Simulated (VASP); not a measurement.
# Nb (P6_3/mmc) in VASP: further runs

The runs below take Nb through relaxation of cell and atoms, with r2SCAN, r2SCAN+rVV10.

Everything below comes from runs of VASP 6.6.1. Logs are shortened: lines on timing, memory, paths and dates and some standing lists are left out, and cuts for length are marked.

**1. The structure**

It takes space group P6_3/mmc (No. 194, hexagonal). Conventional cell: a = 2.942 Å, b = 2.942 Å, c = 4.804 Å, α = 90.00°, β = 90.00°, γ = 120.00°. Nb (site symmetry -6m2) is surrounded by 12 Nb at 2.94 Å.

This isn't the form of Nb at room conditions, which is bcc.

**2. Relaxation of cell and atoms, r2SCAN**

Contents of INCAR:

```
SYSTEM = Nb
PREC = Accurate
ENCUT = 600
EDIFF = 1E-7
ISMEAR = 0
SIGMA = 0.1
LREAL = .False.
LASPH = .True.
NELM = 80
ALGO = Normal
ISIF = 3
LWAVE = .False.
LCHARG = .False.
METAGGA = R2SCAN
LMIXTAU = .True.
IBRION = 2
NSW = 90
EDIFFG = -0.005
```

Contents of KPOINTS:

```
Automatic mesh
0
Gamma
  18 18 10
  0 0 0
```

Contents of POSCAR:

```
Nb
1.0
    2.9416827500      0.0000000000      0.0000000000
   -1.4708413800      2.5475719900      0.0000000000
    0.0000000000      0.0000000000      4.8037679400
Nb
2
Direct
    0.3333333300      0.6666666700      0.2500000000
    0.6666666700      0.3333333300      0.7500000000
```

Potentials or basis: VASP PAW PBE potentials, release 64 (Nb_sv).

Command:

```console
$ cat potpaw_PBE.64/Nb_sv/POTCAR > POTCAR
$ mpirun -np 1 vasp_std > vasp.out
```

OUTCAR:

```text
SYSTEM = Nb
   PREC = Accurate
   ENCUT = 600
   EDIFF = 1E-7
   ISMEAR = 0
   LREAL = .False.
   LASPH = .True.
   NELM = 80
   ISIF = 3
   METAGGA = R2SCAN
   IBRION = 2
   NSW = 90
   EDIFFG = -0.005

 ion  position               nearest neighbor table
   1  0.333  0.667  0.250-   2 2.94   2 2.94   2 2.94   2 2.94   2 2.94   2 2.94
   2  0.667  0.333  0.750-   1 2.94   1 2.94   1 2.94   1 2.94   1 2.94   1 2.94

  LATTYP: Found a hexagonal cell.
 ALAT       =     2.9416827500
 C/A-ratio  =     1.6330000031

  Lattice vectors:

 A1 = (   2.9416827500,   0.0000000000,   0.0000000000)
 A2 = (  -1.4708413800,   2.5475719900,   0.0000000000)
 A3 = (   0.0000000000,   0.0000000000,   4.8037679400)

Analysis of symmetry for initial positions (statically):
=====================================================================
 Subroutine PRICEL returns:
 Original cell was already a primitive cell.

 Routine SETGRP: Setting up the symmetry group for a
 hexagonal supercell.

 Subroutine GETGRP returns: Found 24 space group operations
 (whereof 12 operations were pure point group operations)
 out of a pool of 24 trial point group operations.

The static configuration has the point symmetry D_3d.
 The point group associated with its full space group is D_6h.

Analysis of symmetry for dynamics (positions and initial velocities):
=====================================================================
 Subroutine PRICEL returns:
 Original cell was already a primitive cell.

 Routine SETGRP: Setting up the symmetry group for a
 hexagonal supercell.

 Subroutine GETGRP returns: Found 24 space group operations
 (whereof 12 operations were pure point group operations)
 out of a pool of 24 trial point group operations.

The dynamic configuration has the point symmetry D_3d.
 The point group associated with its full space group is D_6h.

 Subroutine INISYM returns: Found 24 space group operations
 (whereof 12 operations are pure point group operations),
 and found     1 'primitive' translations

----------------------------------------------------------------------------------------

                                     Primitive cell

  volume of cell :      36.0002

  direct lattice vectors                    reciprocal lattice vectors
     2.941682750  0.000000000  0.000000000     0.339941484  0.196265308  0.000000000
[... 107 lines left out ...]
  volume/ion in A,a.u.               =      18.00       121.47
  Fermi-wavevector in a.u.,A,eV,Ry     =   1.468806  2.775641 29.353097  2.157392
  Thomas-Fermi vector in A             =   2.584260
   LORBIT       =      0    0 simple, 1 ext, 2 COOP (PROOUT), +10 PAW based schemes
   METAGGA = R2SCAN    functional components
   LHFCALC =     F    Hartree Fock is set to
   AEXX    =    0.0000 exact exchange contribution
   IVDW    =     0    specifies the selected vdW correction
   LEPSILON=     F    determine dielectric tensor
   LRPA    =     F    only Hartree local field effects (RPA)
 conjugate gradient relaxation of ions
 non-spin polarized calculation
 Gauss-broadening in eV      SIGMA  =   0.10
  energy-cutoff  :      600.00
  volume of cell :       36.00
 maximum number of plane-waves:      1216
 NGX is ok and might be reduce to    24

--------------------------------------- Ionic step        1  -------------------------------------------

 number of electron      26.0000000 magnetization

 Free energy of the ion-electron system (eV)
  ---------------------------------------------------
  ext. energy  EPLUGINS =         0.00000000
  ---------------------------------------------------
  free energy    TOTEN  =       -48.92350507 eV

  energy without entropy =      -48.90841798  energy(sigma->0) =      -48.91596153

------------------------ aborting loop because EDIFF is reached ----------------------------------------

  FORCE on cell =-STRESS in cart. coord.  units (eV):
  Direction    XX          YY          ZZ          XY          YZ          ZX
  --------------------------------------------------------------------------------------
  -------------------------------------------------------------------------------------
  Total        0.3904665      0.3904665      2.7651889     -0.0000000     -0.0000000      0.0000000
  in kB       17.3776099     17.3776099    123.0640109     -0.0000000     -0.0000000      0.0000000
  external PRESSURE =      52.6064103 kB  Pullay stress =       0.0000000 kB
[... 89 lines left out ...]
  FREE ENERGIE OF THE ION-ELECTRON SYSTEM (eV)
  ---------------------------------------------------
  free  energy   TOTEN  =       -48.9878356876 eV

  energy  without entropy=      -48.9739240849  energy(sigma->0) =      -48.98087989

[... ionic steps 4 to 9 ...]

--------------------------------------- Ionic step       10  -------------------------------------------

 number of electron      26.0000000 magnetization

------------------------ aborting loop because EDIFF is reached ----------------------------------------
[... 67 lines left out ...]
--------------------------------------- Ionic step       12  -------------------------------------------

 number of electron      26.0000000 magnetization

 Free energy of the ion-electron system (eV)
  ---------------------------------------------------
  ext. energy  EPLUGINS =         0.00000000
  ---------------------------------------------------
  free energy    TOTEN  =       -49.07058424 eV

  energy without entropy =      -49.05784213  energy(sigma->0) =      -49.06421318

 E-fermi :  11.1462     XC(G=0): -13.4319

 val. band max:       11.1416883320   @ k =   0.2222   0.2222   0.1000
 cond. band min:      11.1465921711   @ k =   0.1111   0.0000   0.1000
 fundamental gap:      0.0049038392
 Fermi energy:        11.1461916202

 k-point     1 :       0.0000    0.0000    0.0000
  band No.  band energies     occupation
      1     -45.4277      2.00000
      2     -45.2902      2.00000
      3     -21.2261      2.00000
      4     -20.2285      2.00000
      5     -19.9839      2.00000
      6     -19.9839      2.00000
[... 457 lines left out ...]
      4     -21.1998      2.00000
      5     -20.6646      2.00000
      6     -20.4399      2.00000
[... 9 lines left out ...]
     16      15.1798      0.00000
     17      15.4502      0.00000

 [... further k-points ...]
[... 5 lines left out ...]
  --------------------------------------------------------------------------------------
  -------------------------------------------------------------------------------------
  Total       -0.0004326     -0.0004326      0.0007701      0.0000000      0.0000000     -0.0000000
  in kB       -0.0186937     -0.0186937      0.0332798      0.0000000      0.0000000     -0.0000000
  external PRESSURE =      -0.0013692 kB  Pullay stress =       0.0000000 kB
[... 17 lines left out ...]
  FREE ENERGIE OF THE ION-ELECTRON SYSTEM (eV)
  ---------------------------------------------------
  free  energy   TOTEN  =       -49.0705842378 eV

  energy  without entropy=      -49.0578421291  energy(sigma->0) =      -49.06421318

 reached required accuracy - stopping structural energy minimisation
```

OSZICAR:

```text
N       E                     dE             d eps       ncg     rms          rms(c)
DAV:   1     0.307738297517E+03    0.30774E+03   -0.16941E+04  7556   0.184E+03
DAV:   2    -0.357359963458E+02   -0.34347E+03   -0.33965E+03  9111   0.688E+02
DAV:   3    -0.610613554027E+02   -0.25325E+02   -0.24741E+02 14524   0.136E+02
[... 182 lines left out ...]
DAV:   7    -0.490705847711E+02   -0.14800E-05   -0.31558E-07  6545   0.541E-03    0.336E-04
DAV:   8    -0.490705839471E+02    0.82399E-06   -0.91735E-08  4081   0.362E-03    0.266E-04
DAV:   9    -0.490705843564E+02   -0.40935E-06   -0.95373E-09  3881   0.184E-03    0.265E-04
DAV:  10    -0.490705841927E+02    0.16370E-06   -0.59405E-09  3885   0.990E-04    0.131E-04
DAV:  11    -0.490705842378E+02   -0.45095E-07   -0.14213E-09  3882   0.672E-04
  12 F= -.49070584E+02 E0= -.49064213E+02  d E =-.356561E-05
```

CONTCAR:

```text
Nb
   1.00000000000000
     2.8578505487655708    0.0000000001647982    0.0000000000000000
    -1.4289252790975757    2.4749711741110509    0.0000000000000000
     0.0000000000000000   -0.0000000000000000    5.2415630091615171
  Nb
     2
Direct
     0.3333333300000021    0.6666666699999979    0.2500000000000000
     0.6666666699999979    0.3333333300000021    0.7500000000000000

  0.00000000E+00  0.00000000E+00  0.00000000E+00
  0.00000000E+00  0.00000000E+00  0.00000000E+00
```

It took 31 min on 1 thread of Intel Xeon 6975P-C (Granite Rapids), shared host; peak memory 0.29 GiB.

What came out:

```
Free energy                            : -49.0706 eV
Relaxed volume                         : 18.54 Å³/atom
Relaxed cell                           : a = 2.858 Å, b = 2.858 Å, c = 5.242 Å, α = 90.00°, β = 90.00°, γ = 120.00°
Space group after relaxing (to 0.05 Å) : P6_3/mmc (No. 194)
Energy gained by relaxing              : 73.5 meV/atom
Ionic steps                            : 12
Pressure after relaxing                : 0.0 GPa
Band gap on the k mesh                 : none (metal or under the smearing width)
```

Step by step:
```tsv
step	energy change (eV)	largest force (eV/Å)	pressure (GPa)	volume (Å³)
1	0.0000	0.0000	5.26	36.00
2	-0.0479	0.0000	-8.34	39.13
3	-0.0643	0.0000	-4.33	38.07
4	-0.1318	0.0000	-3.93	37.97
5	-0.1372	0.0000	-3.63	37.93
6	-0.1415	0.0000	2.87	36.45
7	-0.1470	0.0000	-0.03	37.08
8	-0.1470	0.0000	0.05	37.06
9	-0.1471	0.0000	0.06	37.06
10	-0.1471	0.0000	0.07	37.06
11	-0.1471	0.0000	-0.06	37.09
12	-0.1471	0.0000	0.00	37.07
```

Final structure:
```
Nb
1.0
     2.85785    0.00000    0.00000
    -1.42893    2.47497    0.00000
     0.00000    0.00000    5.24156
Nb
2
Direct
  0.33333 0.66667 0.25000
  0.66667 0.33333 0.75000
```

Caveat: the PAW data sets were made with another functional, which shifts forces and pressure a little.

**3. Relaxation of cell and atoms, r2SCAN+rVV10**

INCAR, as its differences from that of step 2:

```diff
@@ -15,2 +15,6 @@
 LMIXTAU = .True.
+LUSE_VDW = .True.
+IVDW_NL = 2
+BPARAM = 11.95
+CPARAM = 0.0093
 IBRION = 2
```

KPOINTS is that of step 2.

POSCAR is that of step 2.

Potentials or basis: VASP PAW PBE potentials, release 64 (Nb_sv).

Command:

```console
$ cat potpaw_PBE.64/Nb_sv/POTCAR > POTCAR
$ mpirun -np 1 vasp_std > vasp.out
```

OUTCAR:

```text
SYSTEM = Nb
   PREC = Accurate
   ENCUT = 600
   EDIFF = 1E-7
   ISMEAR = 0
   LREAL = .False.
   LASPH = .True.
   NELM = 80
   ISIF = 3
   METAGGA = R2SCAN
   IVDW_NL = 2
   BPARAM = 11.95
   IBRION = 2
   NSW = 90
   EDIFFG = -0.005

 ion  position               nearest neighbor table
   1  0.333  0.667  0.250-   2 2.94   2 2.94   2 2.94   2 2.94   2 2.94   2 2.94
   2  0.667  0.333  0.750-   1 2.94   1 2.94   1 2.94   1 2.94   1 2.94   1 2.94

  LATTYP: Found a hexagonal cell.
 ALAT       =     2.9416827500
 C/A-ratio  =     1.6330000031

  Lattice vectors:

 A1 = (   2.9416827500,   0.0000000000,   0.0000000000)
 A2 = (  -1.4708413800,   2.5475719900,   0.0000000000)
 A3 = (   0.0000000000,   0.0000000000,   4.8037679400)

Analysis of symmetry for initial positions (statically):
=====================================================================
 Subroutine PRICEL returns:
 Original cell was already a primitive cell.

 Routine SETGRP: Setting up the symmetry group for a
 hexagonal supercell.

 Subroutine GETGRP returns: Found 24 space group operations
 (whereof 12 operations were pure point group operations)
 out of a pool of 24 trial point group operations.

The static configuration has the point symmetry D_3d.
 The point group associated with its full space group is D_6h.

Analysis of symmetry for dynamics (positions and initial velocities):
=====================================================================
 Subroutine PRICEL returns:
 Original cell was already a primitive cell.

 Routine SETGRP: Setting up the symmetry group for a
 hexagonal supercell.

 Subroutine GETGRP returns: Found 24 space group operations
 (whereof 12 operations were pure point group operations)
 out of a pool of 24 trial point group operations.

The dynamic configuration has the point symmetry D_3d.
 The point group associated with its full space group is D_6h.

 Subroutine INISYM returns: Found 24 space group operations
[... 122 lines left out ...]
   METAGGA = R2SCAN    functional components
   LHFCALC =     F    Hartree Fock is set to
   AEXX    =    0.0000 exact exchange contribution
   IVDW_NL    =     2    kernel type
   BPARAM     =11.9500
   IVDW    =     0    specifies the selected vdW correction
   LEPSILON=     F    determine dielectric tensor
   LRPA    =     F    only Hartree local field effects (RPA)
 conjugate gradient relaxation of ions
 non-spin polarized calculation
 Gauss-broadening in eV      SIGMA  =   0.10
  energy-cutoff  :      600.00
  volume of cell :       36.00
 maximum number of plane-waves:      1216
 NGX is ok and might be reduce to    24

--------------------------------------- Ionic step        1  -------------------------------------------

 number of electron      26.0000000 magnetization

 Free energy of the ion-electron system (eV)
  ---------------------------------------------------
  ext. energy  EPLUGINS =         0.00000000
  ---------------------------------------------------
  free energy    TOTEN  =       -48.49708700 eV

  energy without entropy =      -48.48202753  energy(sigma->0) =      -48.48955727

------------------------ aborting loop because EDIFF is reached ----------------------------------------

  FORCE on cell =-STRESS in cart. coord.  units (eV):
  Direction    XX          YY          ZZ          XY          YZ          ZX
  --------------------------------------------------------------------------------------
  -------------------------------------------------------------------------------------
  Total        0.1164525      0.1164525      2.4975566     -0.0000000      0.0000000      0.0000000
  in kB        5.1826871      5.1826871    111.1531075     -0.0000000      0.0000000      0.0000000
  external PRESSURE =      40.5061606 kB  Pullay stress =       0.0000000 kB
[... 275 lines left out ...]
--------------------------------------- Ionic step        9  -------------------------------------------

 number of electron      25.9999999 magnetization

 Free energy of the ion-electron system (eV)
  ---------------------------------------------------
  ext. energy  EPLUGINS =         0.00000000
  ---------------------------------------------------
  free energy    TOTEN  =       -48.63546556 eV

  energy without entropy =      -48.62283621  energy(sigma->0) =      -48.62915089

 E-fermi :  11.2341     XC(G=0): -13.4945

 val. band max:       11.2332733829   @ k =   0.1667   0.0556   0.3000
 cond. band min:      11.2352166724   @ k =   0.0556   0.0556   0.2000
 fundamental gap:      0.0019432896
 Fermi energy:        11.2340804209

 k-point     1 :       0.0000    0.0000    0.0000
  band No.  band energies     occupation
      1     -45.3140      2.00000
      2     -45.1710      2.00000
      3     -21.1287      2.00000
      4     -20.0999      2.00000
      5     -19.8594      2.00000
      6     -19.8594      2.00000
[... 457 lines left out ...]
      4     -21.0961      2.00000
      5     -20.5521      2.00000
      6     -20.3244      2.00000
[... 9 lines left out ...]
     16      15.3123      0.00000
     17      15.5900      0.00000

 [... further k-points ...]
[... 5 lines left out ...]
  --------------------------------------------------------------------------------------
  -------------------------------------------------------------------------------------
  Total        0.0006969      0.0006969      0.0006015     -0.0000000      0.0000000      0.0000000
  in kB        0.0303313      0.0303313      0.0261810     -0.0000000      0.0000000      0.0000000
  external PRESSURE =       0.0289478 kB  Pullay stress =       0.0000000 kB
[... 17 lines left out ...]
  FREE ENERGIE OF THE ION-ELECTRON SYSTEM (eV)
  ---------------------------------------------------
  free  energy   TOTEN  =       -48.6354655631 eV

  energy  without entropy=      -48.6228362082  energy(sigma->0) =      -48.62915089

 reached required accuracy - stopping structural energy minimisation
```

CONTCAR:

```text
Nb
   1.00000000000000
     2.8526948098032414    0.0000000001720584   -0.0000000000000000
    -1.4263474096013600    2.4705061731966280    0.0000000000000000
     0.0000000000000000   -0.0000000000000000    5.2233556326953172
  Nb
     2
Direct
     0.3333333300000021    0.6666666699999979    0.2500000000000000
     0.6666666699999979    0.3333333300000021    0.7500000000000000

  0.00000000E+00  0.00000000E+00  0.00000000E+00
  0.00000000E+00  0.00000000E+00  0.00000000E+00
```

Wall time 28 min (1 thread of Intel Xeon 6975P-C (Granite Rapids), shared host); peak memory 0.39 GiB.

What came out:

```
Free energy                            : -48.6355 eV
Relaxed volume                         : 18.41 Å³/atom
Relaxed cell                           : a = 2.853 Å, b = 2.853 Å, c = 5.223 Å, α = 90.00°, β = 90.00°, γ = 120.00°
Space group after relaxing (to 0.05 Å) : P6_3/mmc (No. 194)
Energy gained by relaxing              : 69.2 meV/atom
Ionic steps                            : 9
Pressure after relaxing                : 0.0 GPa
Band gap on the k mesh                 : none (metal or under the smearing width)
```

The path:
```
step  energy change (eV)  largest force (eV/Å)  pressure (GPa)  volume (Å³)
   1              0.0000                0.0000            4.05        36.00
   2             -0.0634                0.0000           -6.72        38.38
   3             -0.0659                0.0000           -5.20        38.00
   4             -0.1157                0.0000           -4.58        37.84
   5             -0.1268                0.0000           -3.97        37.73
   6             -0.1381                0.0000            0.41        36.72
   7             -0.1382                0.0000           -0.07        36.82
   8             -0.1383                0.0000           -0.04        36.82
   9             -0.1384                0.0000            0.00        36.81
```

Final structure:
```
CELL_PARAMETERS angstrom
2.85269 0.00000 0.00000
-1.42635 2.47051 0.00000
0.00000 0.00000 5.22336
ATOMIC_POSITIONS crystal
Nb 0.33333 0.66667 0.25000
Nb 0.66667 0.33333 0.75000
```

Levels at points of the mesh, in eV from the Fermi level:
```tsv
k point	band 10	band 11	band 12	band 13	band 14	band 15	band 16	band 17
(0.00, 0.00, 0.00)	-4.19	-1.09	0.26	0.38	0.38	0.84	0.84	2.87
(0.50, 0.00, 0.00)	-3.54	-3.47	-0.54	0.19	0.37	0.90	4.81	5.83
(0.00, 0.00, 0.50)	-4.97	-1.41	-1.41	0.45	0.45	0.45	0.45	4.00
(0.50, 0.00, 0.50)	-4.07	-2.56	-2.56	2.11	2.11	2.46	2.46	5.25
```

Caveat: the PAW data sets were made with another functional, which shifts forces and pressure a little.
